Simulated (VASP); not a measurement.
Write the native input for VASP 6.6.1 that does the following.

```
Task                   : relaxation of cell and atoms
Functional             : PBE
Potentials or basis    : VASP PAW PBE potentials, release 64 (Nb_pv, P)
Cutoff                 : 520 eV
k mesh                 : 18 × 18 × 18
Occupations            : gaussian, width 0.1 eV
Spin                   : no spin polarisation
Further INCAR settings : ALGO = Normal; EDIFF = 1e-07; IBRION = 2; EDIFFG = -0.002; NSW = 80; ISIF = 3
```

The structure of NbP lies in POSCAR:

```
NbP                                     
1.0
   -1.6778754073      1.6778754073      5.7235870204
    1.6778754073     -1.6778754073      5.7235870204
    1.6778754073      1.6778754073     -5.7235870204
  Nb              P             
     2     2
Direct
     0.7500641590558540    0.7500641590558540    1.0000000000000000
     0.5000641590558539    0.0000641590558541    0.5000000000000000
     0.3325644109441432    0.3325644109441432    0.0000000000000000
     0.0825644209441440    0.5825644209441440    0.5000000000000000
```

The cell is a database's computed one.

One way to write it, as run:

INCAR

```
ALGO     = Normal         # electronic algorithm
EDIFF    = 1E-7           # SCF threshold, eV
EDIFFG   = -0.002         # ionic threshold
ENCUT    = 520            # plane-wave cutoff, eV
GGA      = PE             # functional
IBRION   = 2              # ionic algorithm
ISIF     = 3              # what is computed and relaxed
ISMEAR   = 0              # smearing method
LASPH    = True           # aspherical terms in the spheres
LCHARG   = False          # write CHGCAR
LREAL    = False          # projectors in reciprocal space
LWAVE    = False          # write WAVECAR
NELM     = 80             # most SCF steps
NSW      = 80             # ionic steps
PREC     = Accurate       # precision mode
SIGMA    = 0.1            # smearing width, eV
```

KPOINTS

```
k-points
0
Gamma
  18 18 18
```

Potentials or basis: VASP PAW PBE potentials, release 64 (Nb_pv, P).

The run is started by

```console
$ cat potpaw_PBE.64/Nb_pv/POTCAR potpaw_PBE.64/P/POTCAR > POTCAR
$ mpirun -np 1 vasp_std > vasp.out
```

It gave:

* Relaxed volume: 16.11 Å³/atom
* Relaxed cell: a = 6.196 Å, b = 6.196 Å, c = 6.196 Å, α = 148.58°, β = 148.58°, γ = 45.04°
* Space group after relaxing (to 0.05 Å): I4_1md (No. 109)
* Energy gained by relaxing: 0.0 meV/atom
* Ionic steps: 2
* Pressure after relaxing: 0.0 GPa
* Band gap on the k mesh: none (metal or under the smearing width)

It took 12 min on 1 thread of Intel(R) Xeon(R) 6975P-C (Granite Rapids), on a shared host, peak memory 0.76 GiB.
